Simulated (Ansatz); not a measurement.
The system is ZrSe2.

```
CELL_PARAMETERS angstrom
3.79800 0.00000 0.00000
-1.89900 3.28916 0.00000
0.00000 0.00000 6.19200
ATOMIC_POSITIONS crystal
Zr 0.00000 0.00000 0.00000
Se 0.66667 0.33333 0.75000
Se 0.33333 0.66667 0.25000
```

Base run:

* Program: Ansatz 0.2.0
* Functional: LDA
* Potentials or basis: all-electron LAPW, scalar-relativistic
* Cutoff: 215 eV (chosen from the basis error)
* Basis error allowed: 0.002 eV/atom
* k mesh: 8 × 8 × 5
* Occupations: fermi-dirac, width 0.05 eV
* Spin: no spin polarisation

Its results: band gap on the k mesh 0.33 eV, indirect (least direct gap 0.98 eV); pressure -3.1 GPa; largest force 0.081 eV/Å.

Task: The run is repeated on the same cell with these changes: functional from LDA to PBEsol. What comes out?

Result: Band gap on the k mesh 0.36 eV, indirect (least direct gap 1.02 eV); pressure -1.2 GPa; largest force 0.085 eV/Å.

PBEsol binds less tightly than LDA, so the same cell stands under more pressure.

Caveats: this functional lacks dispersion, which binds the layers, so the pressure and a relaxed spacing across them are unreliable (some runs).

A k mesh can miss the band edges.
